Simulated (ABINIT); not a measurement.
The system is Si2W.

```
W Si
1.0
    -1.60690    1.60690    3.91495
     1.60690   -1.60690    3.91495
     1.60690    1.60690   -3.91495
W Si
1 2
Cartesian
  0.0000 0.0000 0.0000
  0.0000 0.0000 5.2092
  0.0000 0.0000 2.6207
```

Base run:

```yaml
Program: ABINIT 10.8.3 (patched build)
Functional: PBE
Potentials_or_basis: PseudoDojo NC SR PBE v0.4.1 standard
Cutoff: 816 eV
k_mesh: 9 × 9 × 9
Occupations: fermi-dirac, width 0.05 eV
Spin: no spin polarisation
```

Its results: band gap on the k mesh none (metal or under the smearing width); pressure 3.2 GPa; largest force 0.045 eV/Å.

The run is repeated on the same cell with these changes: functional from PBE to LDA; potentials or basis from PseudoDojo NC SR PBE v0.4.1 standard to PseudoDojo NC SR LDA v0.4.1 standard. What comes out?

Band gap on the k mesh none (metal or under the smearing width); pressure -6.4 GPa; largest force 0.089 eV/Å.

Not every run made on this cell is shown here.
